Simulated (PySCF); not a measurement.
# C₈H₆: NMR shifts at several levels of theory, part 2 of 2

PySCF 2.14.0. Atoms count from 0.

**5. NMR shieldings: wB97X-D/pcSseg-2**

The job: settings as JSON, then the geometry in Å.

```
{"job": {"kind": "nmr", "xc": "wB97X-D", "basis": "pcSseg-2", "pop": false}, "charge": 0, "multiplicity": 1}
C      2.127628     1.812898     1.585177
C      1.324083     1.128272     0.986881
C      0.378126     0.321165     0.281897
C     -0.145125     0.749902    -0.950008
C     -1.064975    -0.038340    -1.633495
C     -1.475688    -1.260794    -1.101756
C     -0.961423    -1.693700     0.120507
C     -0.041161    -0.911729     0.810602
H      2.838783     2.419579     2.114459
H      0.179799     1.707444    -1.361448
H     -1.465521     0.304672    -2.590324
H     -2.198562    -1.877490    -1.640976
H     -1.280598    -2.650417     0.540597
H      0.364595    -1.245893     1.767387
```

Level: GIAO wB97X-D/pcSseg-2 NMR shielding, non-relativistic, gas phase.

Output:

```text
coarse grid: 12408 points
cycle   1  E = -308.3425894332  dE =  1.580e+00  |g| = 3.363e-01  |ddm| = 2.916e+00
cycle   2  E = -308.3670020534  dE = -2.441e-02  |g| = 1.833e-01  |ddm| = 5.645e-01
cycle   3  E = -308.3740482989  dE = -7.046e-03  |g| = 5.935e-02  |ddm| = 2.399e-01
cycle   4  E = -308.3745944263  dE = -5.461e-04  |g| = 3.946e-02  |ddm| = 8.429e-02
cycle   5  E = -308.3749851777  dE = -3.908e-04  |g| = 5.452e-03  |ddm| = 3.827e-02
cycle   6  E = -308.3749920677  dE = -6.890e-06  |g| = 2.002e-03  |ddm| = 8.337e-03
final grid: 121896 points
cycle   7  E = -308.3841110921  dE = -3.187e-04  |g| = 6.075e-03  |ddm| = 1.047e-01
cycle   8  E = -308.3841136172  dE = -2.525e-06  |g| = 5.225e-03  |ddm| = 1.037e-02
cycle   9  E = -308.3841200074  dE = -6.390e-06  |g| = 1.353e-03  |ddm| = 5.617e-03
cycle  10  E = -308.3841203151  dE = -3.077e-07  |g| = 7.935e-04  |ddm| = 2.095e-03
cycle  11  E = -308.3841204659  dE = -1.508e-07  |g| = 1.076e-04  |ddm| = 7.395e-04
cycle  12  E = -308.3841204696  dE = -3.721e-09  |g| = 4.982e-05  |ddm| = 1.800e-04
cycle  13  E = -308.3841204705  dE = -8.802e-10  |g| = 1.182e-05  |ddm| = 8.593e-05
converged SCF energy = -308.3841204705

GIAO shielding tensors (ppm)
atom      isotropic    diamagn.    paramagn.     s11        s22        s33       span
  0 C       97.356     262.971    -165.615     35.136     46.775    210.157    175.021
  1 C       95.623     259.608    -163.985    -15.799     -0.983    303.651    319.450
  2 C       49.466     250.271    -200.805    -61.260     41.618    168.038    229.298
  3 C       38.708     252.819    -214.111    -75.351     25.524    165.951    241.302
  4 C       45.271     251.195    -205.924    -71.574     31.930    175.458    247.032
  5 C       44.519     250.085    -205.566    -71.684     29.181    176.061    247.745
  6 C       45.266     251.198    -205.932    -71.586     31.934    175.450    247.035
  7 C       38.740     252.805    -214.065    -75.262     25.499    165.984    241.247
  8 H       28.319      32.462      -4.143     23.922     24.925     36.112     12.190
  9 H       23.512      31.500      -7.989     20.201     22.032     28.303      8.102
 10 H       23.794      30.088      -6.295     20.630     23.589     27.162      6.532
 11 H       23.783      28.944      -5.161     20.812     23.515     27.023      6.211
 12 H       23.794      30.085      -6.291     20.630     23.590     27.162      6.532
 13 H       23.513      31.498      -7.985     20.202     22.037     28.299      8.097
```

It took 45 s on 8 threads of AMD EPYC 7R13 (Zen 3), shared host.

This run: δ C3 145.7, C5 139.9, C4 139.1, C2 135.0, H9 7.84, H11 7.57 ppm (means over like atoms).

**6. NMR shieldings: KT2/pcSseg-2**

Settings changed since step 5:

```diff
@@ -1,2 +1,2 @@
-{"job": {"kind": "nmr", "xc": "wB97X-D", "basis": "pcSseg-2", "pop": false}, "charge": 0, "multiplicity": 1}
+{"job": {"kind": "nmr", "xc": "KT2", "basis": "pcSseg-2", "pop": false}, "charge": 0, "multiplicity": 1}
 C      2.127628     1.812898     1.585177
```

Level: GIAO KT2/pcSseg-2 NMR shielding, non-relativistic, gas phase.

Output:

```text
coarse grid: 12408 points
cycle   1  E = -314.0204768676  dE =  1.044e+00  |g| = 5.366e-01  |ddm| = 5.194e+00
cycle   2  E = -313.9668140602  dE =  5.366e-02  |g| = 6.888e-01  |ddm| = 1.308e+00
cycle   3  E = -314.0959065240  dE = -1.291e-01  |g| = 1.257e-01  |ddm| = 7.756e-01
cycle   4  E = -314.0986315275  dE = -2.725e-03  |g| = 8.058e-02  |ddm| = 1.484e-01
cycle   5  E = -314.1003187250  dE = -1.687e-03  |g| = 2.489e-02  |ddm| = 6.967e-02
cycle   6  E = -314.1004447308  dE = -1.260e-04  |g| = 1.167e-02  |ddm| = 2.889e-02
cycle   7  E = -314.1004850272  dE = -4.030e-05  |g| = 3.328e-03  |ddm| = 1.149e-02
cycle   8  E = -314.1004879066  dE = -2.879e-06  |g| = 5.909e-04  |ddm| = 3.289e-03
final grid: 121896 points
cycle   9  E = -314.1230183679  dE = -5.189e-04  |g| = 1.039e-02  |ddm| = 8.471e-01
cycle  10  E = -314.1229852504  dE =  3.312e-05  |g| = 1.432e-02  |ddm| = 2.811e-02
cycle  11  E = -314.1230276402  dE = -4.239e-05  |g| = 7.751e-03  |ddm| = 1.611e-02
cycle  12  E = -314.1230435028  dE = -1.586e-05  |g| = 1.398e-03  |ddm| = 5.932e-03
cycle  13  E = -314.1230439199  dE = -4.170e-07  |g| = 4.925e-04  |ddm| = 1.248e-03
cycle  14  E = -314.1230439713  dE = -5.140e-08  |g| = 2.445e-04  |ddm| = 7.287e-04
cycle  15  E = -314.1230439909  dE = -1.958e-08  |g| = 6.804e-05  |ddm| = 2.756e-04
cycle  16  E = -314.1230439921  dE = -1.220e-09  |g| = 1.095e-05  |ddm| = 6.648e-05
cycle  17  E = -314.1230439921  dE = -2.751e-11  |g| = 4.954e-06  |ddm| = 1.276e-05
converged SCF energy = -314.1230439921

GIAO shielding tensors (ppm)
atom      isotropic    diamagn.    paramagn.     s11        s22        s33       span
  0 C      104.569     265.219    -160.649     48.221     59.802    205.684    157.463
  1 C       97.995     264.308    -166.313     -4.550      8.952    289.584    294.134
  2 C       60.068     254.813    -194.744    -33.189     51.513    161.881    195.069
  3 C       49.564     255.875    -206.310    -52.462     39.950    161.206    213.669
  4 C       55.378     254.210    -198.832    -49.915     45.471    170.578    220.493
  5 C       55.472     253.816    -198.344    -48.502     43.388    171.529    220.031
  6 C       55.374     254.210    -198.836    -49.922     45.471    170.572    220.494
  7 C       49.589     255.859    -206.270    -52.395     39.928    161.234    213.629
  8 H       27.996      32.026      -4.030     23.753     24.694     35.540     11.788
  9 H       23.654      31.121      -7.466     20.469     22.614     27.879      7.410
 10 H       23.944      28.630      -4.686     20.876     24.117     26.838      5.963
 11 H       23.958      27.430      -3.472     21.130     24.044     26.699      5.570
 12 H       23.943      28.624      -4.681     20.874     24.118     26.838      5.964
 13 H       23.655      31.111      -7.456     20.472     22.619     27.876      7.404
```

Wall time 29 s (8 threads of AMD EPYC 7R13 (Zen 3), shared host).

This run: δ C3 132.7, C4 126.9, C5 126.8, C2 122.2, H9 7.52, H10 7.23 ppm (means over like atoms).

**7. Nuclear shieldings: HF/pcSseg-2**

Settings changed since step 6:

```diff
@@ -1,2 +1,2 @@
-{"job": {"kind": "nmr", "xc": "KT2", "basis": "pcSseg-2", "pop": false}, "charge": 0, "multiplicity": 1}
+{"job": {"kind": "nmr", "xc": "HF", "basis": "pcSseg-2", "pop": false}, "charge": 0, "multiplicity": 1}
 C      2.127628     1.812898     1.585177
```

With the program's defaults for keys left out, this is: GIAO HF/pcSseg-2 NMR shielding, non-relativistic, gas phase.

Output:

```text
final grid: 121896 points
cycle   1  E = -306.3756544042  dE =  2.259e+00  |g| = 4.899e-01  |ddm| = 3.325e+00
cycle   2  E = -306.4591672093  dE = -8.351e-02  |g| = 1.567e-01  |ddm| = 6.179e-01
cycle   3  E = -306.4656054166  dE = -6.438e-03  |g| = 9.137e-02  |ddm| = 3.110e-01
cycle   4  E = -306.4678271750  dE = -2.222e-03  |g| = 2.125e-02  |ddm| = 1.062e-01
cycle   5  E = -306.4679438790  dE = -1.167e-04  |g| = 4.869e-03  |ddm| = 2.886e-02
cycle   6  E = -306.4679521628  dE = -8.284e-06  |g| = 1.309e-03  |ddm| = 8.027e-03
cycle   7  E = -306.4679536800  dE = -1.517e-06  |g| = 5.633e-04  |ddm| = 3.176e-03
cycle   8  E = -306.4679542252  dE = -5.452e-07  |g| = 3.392e-04  |ddm| = 1.760e-03
cycle   9  E = -306.4679543898  dE = -1.646e-07  |g| = 1.415e-04  |ddm| = 1.156e-03
cycle  10  E = -306.4679544301  dE = -4.031e-08  |g| = 3.705e-05  |ddm| = 6.951e-04
cycle  11  E = -306.4679544320  dE = -1.919e-09  |g| = 1.533e-05  |ddm| = 1.208e-04
cycle  12  E = -306.4679544322  dE = -2.055e-10  |g| = 6.469e-06  |ddm| = 3.793e-05
converged SCF energy = -306.4679544322

GIAO shielding tensors (ppm)
atom      isotropic    diamagn.    paramagn.     s11        s22        s33       span
  0 C      102.879     262.259    -159.380     43.875     57.669    207.094    163.219
  1 C      111.312     256.157    -144.846     -0.987     12.176    322.745    323.732
  2 C       58.522     246.000    -187.478    -61.952     55.929    181.588    243.540
  3 C       46.121     251.894    -205.773    -73.436     36.322    175.478    248.914
  4 C       54.470     250.218    -195.749    -66.116     44.520    185.006    251.122
  5 C       51.811     248.303    -196.491    -69.747     39.773    185.408    255.155
  6 C       54.468     250.217    -195.749    -66.119     44.523    185.001    251.119
  7 C       46.150     251.893    -205.743    -73.362     36.304    175.509    248.871
  8 H       28.159      32.980      -4.820     23.646     24.683     36.149     12.503
  9 H       23.739      31.873      -8.133     19.795     22.724     28.699      8.905
 10 H       24.145      30.581      -6.435     20.346     24.589     27.501      7.155
 11 H       24.056      29.162      -5.106     20.498     24.351     27.321      6.823
 12 H       24.145      30.578      -6.432     20.345     24.590     27.501      7.156
 13 H       23.740      31.868      -8.127     19.796     22.729     28.696      8.899
```

It took 21 s on 8 threads of AMD EPYC 7R13 (Zen 3), shared host.

Key values: δ C3 145.3, C5 139.7, C4 137.0, C2 133.0, H9 7.94, H11 7.63 ppm (means over like atoms).

**8. Side by side: NMR shifts**

Shifts (ppm) of some atoms, chosen among heavy atoms and hydrogens apart, means over like atoms, with basis size and wall time:

```
             run     C3     C5     C4     C2    C1    H9    H8  functions  time
   PBE0/pcSseg-2  143.9  138.0  137.6  132.7  89.8  7.82  3.05        372  35 s
    PBE/pcSseg-2  141.6  135.5  135.7  130.7  92.1  7.71  2.98        372  29 s
wB97X-D/pcSseg-2  145.7  139.9  139.1  135.0  88.8  7.84  3.04        372  45 s
    KT2/pcSseg-2  132.7  126.8  126.9  122.2  84.3  7.52  3.18        372  29 s
     HF/pcSseg-2  145.3  139.7  137.0  133.0  80.2  7.94  3.52        372  21 s
```

**9. Results**

The summary covers parts 1 to 2.

| quantity | value |
| --- | --- |
| point group | C2v |
| rotational constants (main isotopes) | 5.68, 1.53, 1.20 GHz |
| ¹³C shifts against TMS (PBE0/pcSseg-2, means over atoms taken as alike) | 143.9, 138.0, 137.6, 132.7, 89.8, 87.3 ppm |
| ¹H shifts against TMS (PBE0/pcSseg-2, means over atoms taken as alike) | 7.82, 7.54, 7.54, 3.05 ppm |
| range of the shift of C5 | 126.8 to 139.9 ppm |

In words: Single values in the summary come from the first sound run of each kind (PBE0/pcSseg-2), which need not be the best level. The optimisation took 6 steps and gained 0.055 eV; among the close pairs (by a distance rule), C0–H8 changed most, from 1.049 to 1.074 Å. No frequency check was run at this level, so the end point may be a saddle. At PBE0/pcSseg-2: Shielding is most anisotropic at C1 (span 314 ppm, paramagnetic term -166 ppm). NICS(1)zz of -28 ppm above the planar ring from C2 marks a diatropic (aromatic) ring current. Across the 5 runs the shift of C5 moves most, between 126.8 (KT2/pcSseg-2) and 139.9 ppm (wB97X-D/pcSseg-2).
